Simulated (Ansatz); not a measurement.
# CuI: how the settings move a single-point run

Question: which choices in the input matter for CuI? The cell is built on a prototype (CsCl type) and needn't be the phase found in nature.

Program: Ansatz 0.2.0. Level of theory: reference: DFT, PBE, plane waves, PAW. These are calculated values, not measurements.

1 further run of the same task is left out (it didn't finish).

**1. The structure to begin with**

Symmetry: Pm-3m, No. 221, cubic system. Conventional cell: a = 3.661 Å, b = 3.661 Å, c = 3.661 Å, α = 90.00°, β = 90.00°, γ = 90.00°. Cu (site symmetry m-3m) has 8 I at 3.17 Å as nearest neighbours. I (site symmetry m-3m) is surrounded by 8 Cu at 3.17 Å.

Coordinates:

```xyz
2
Lattice="3.6614 0.0000 0.0000 0.0000 3.6614 0.0000 0.0000 0.0000 3.6614" Properties=species:S:1:pos:R:3 pbc="T T T"
Cu    0.0000    0.0000    0.0000
I     1.8307    1.8307    1.8307
```

**2. The reference run**

Contents of input.yaml:

```yaml
crystal:
  lattice:
    - [3.6613896411, 0.0, 0.0]
    - [0.0, 3.6613896411, 0.0]
    - [0.0, 0.0, 3.6613896411]
  atoms:
    - { symbol: Cu, position: [0.0, 0.0, 0.0] }
    - { symbol: I, position: [0.5, 0.5, 0.5] }
kpoints:
  mp_grid: { grid: [6, 6, 6] }
hamiltonian:
  xc: pbe
scf:
  occupations: { method: fermi_dirac, width: 0.02 }
  n_extra_bands: 4
output:
  forces: true
  stress: true
  eigenvalues: true
```

Run with:

```console
ansatz run input.yaml --threads 4 --pin off --max-ram 3686MiB --backend cpu --events-out ev --progress --plain --runs-dir out
```

**3. Changed: mp_grid.grid [4, 4, 4]**

input.yaml, as its differences from that of step 2:

```diff
@@ -9,3 +9,3 @@
 kpoints:
-  mp_grid: { grid: [6, 6, 6] }
+  mp_grid: { grid: [4, 4, 4] }
 hamiltonian:
```

**4. Changing settings: mp_grid.shift [0, 0, 0.5]**

input.yaml, as its differences from that of step 2:

```diff
@@ -9,3 +9,3 @@
 kpoints:
-  mp_grid: { grid: [6, 6, 6] }
+  mp_grid: { grid: [6, 6, 6], shift: [0, 0, 0.5] }
 hamiltonian:
```

**5. Variant: n_extra_bands 1**

input.yaml, as its differences from that of step 2:

```diff
@@ -14,3 +14,3 @@
   occupations: { method: fermi_dirac, width: 0.02 }
-  n_extra_bands: 4
+  n_extra_bands: 1
 output:
```

**6. Changing settings: dr2_threshold 1.0e-12**

input.yaml, as its differences from that of step 2:

```diff
@@ -15,2 +15,4 @@
   n_extra_bands: 4
+  convergence: { dr2_threshold: 1.0e-12 }
+  max_iter: 85
 output:
```

**7. Changing settings: occupations.width 0.5**

input.yaml, as its differences from that of step 2:

```diff
@@ -13,3 +13,3 @@
 scf:
-  occupations: { method: fermi_dirac, width: 0.02 }
+  occupations: { method: fermi_dirac, width: 0.5 }
   n_extra_bands: 4
```

**8. Changed: preconditioner resta**

input.yaml, as its differences from that of step 2:

```diff
@@ -15,2 +15,3 @@
   n_extra_bands: 4
+  mixing: { preconditioner: resta }
 output:
```

What does the calculation give? Wanted: for each run, ending; energy change; pressure; gap; force.

As calculated:

| run | ending | energy change | pressure (GPa) | gap (eV) | force (eV/Å) | cycles | time |
| --- | --- | --- | --- | --- | --- | --- | --- |
| reference | converged | 0 | -0.3 | 0.00 | 0.00 | 7 | 0.95 s |
| 1: mp_grid.grid [4, 4, 4] | converged | +35.2 meV/atom | 0.1 | 0.00 | 0.00 | 7 | 0.72 s |
| 2: mp_grid.shift [0, 0, 0.5] | converged | +2.6 meV/atom | -0.2 | 0.00 | 0.00 | 7 | 1.2 s |
| 3: n_extra_bands 1 | converged | 0.0 meV/atom | -0.3 | 0.00 | 0.00 | 7 | 1 s |
| 4: dr2_threshold 1.0e-12 | converged | 0.0 meV/atom | -0.3 | 0.00 | 0.00 | 11 | 1.1 s |
| 5: occupations.width 0.5 | converged | +24.9 meV/atom (σ→0) | 0.0 | 0.00 | 0.00 | 7 | 1.1 s |
| 6: preconditioner resta | converged | 0.0 meV/atom | -0.3 | 0.00 | 0.00 | 7 | 0.93 s |

Residual by cycle in the longest SCF loop of each run; runs are numbered as in the table. The quantity is the density residual dr2, in eV.

| cycle | reference | run 1 | run 2 | run 3 | run 4 | run 5 | run 6 |
| --- | --- | --- | --- | --- | --- | --- | --- |
| 1 | 0.012 | 0.00754 | 0.0162 | 0.0111 | 0.012 | 0.102 | 0.012 |
| 2 | 0.00279 | 7.4e-4 | 0.00544 | 0.00219 | 0.00279 | 0.0125 | 0.0202 |
| 3 | 0.00135 | 4.4e-4 | 0.00237 | 0.00144 | 0.00135 | 0.00358 | 0.00121 |
| 4 | 1.2e-4 | 1.8e-5 | 2.8e-4 | 1.6e-4 | 1.2e-4 | 8.9e-5 | 3.3e-5 |
| 5 | 4.8e-6 | 1.6e-6 | 7.0e-6 | 6.4e-6 | 4.8e-6 | 1.1e-5 | 9.1e-7 |
| 6 | 2.7e-7 | 1.5e-8 | 4.5e-7 | 5.8e-7 | 2.7e-7 | 4.4e-7 | 1.7e-7 |
| 7 | 2.8e-8 | 1.2e-8 | 8.3e-8 | 5.9e-8 | 2.8e-8 | 1.6e-8 | 2.9e-9 |
| 8 | - | - | - | - | 4.8e-9 | - | - |
| 9 | - | - | - | - | 2.7e-10 | - | - |
| 10 | - | - | - | - | 2.9e-12 | - | - |
| 11 | - | - | - | - | 2.4e-13 | - | - |

No change moves the result by more than the table shows.
